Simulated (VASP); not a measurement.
Runs of VASP 6.6.1 on FeO. The structure is cubic, space group Fm-3m (No. 225). The conventional cell has a = 4.311 Å, b = 4.311 Å, c = 4.311 Å, α = 90.00°, β = 90.00°, γ = 90.00°. Fe (site symmetry m-3m) is surrounded by 6 O at 2.16 Å. Around O (site symmetry m-3m) lie 6 Fe at 2.16 Å. 

```csv
spin,U,fixed moment (μB),gap on the mesh (eV),pressure (GPa),moment (μB)
"collinear, ferromagnetic start",Fe d U = 4 eV,1,-,(a),1.00
"collinear, ferromagnetic start",Fe d U = 2 eV,-,none,-5.8,4.00
"collinear, random start",Fe d U = 2 eV,-,none,-5.8,4.00
"collinear, ferromagnetic start",Fe d U = 4 eV,-,none,-5.9,4.00
off,Fe d U = 2 eV,-,1.85,-24.8,-
```

Alike in all rows: task single point; level r2SCAN+U; potentials or basis VASP PAW PBE potentials, release 64 (Fe, O); cell as given; k mesh 8 × 8 × 8; cutoff (eV) 520; smearing gaussian 0.05 eV.

Fill in the values left out.

(a) -24.3.

Caveats: the PAW data sets were made with another functional, which shifts forces and pressure a little; a cell with one magnetic atom can't hold antiferromagnetic order, which such compounds often take (some runs); the moment is held away from its start (some runs); the total moment is fixed, so each spin has its own Fermi level (some runs).

A k mesh can miss the band edges.

A gap of «none» marks a metal or a gap under the smearing width.
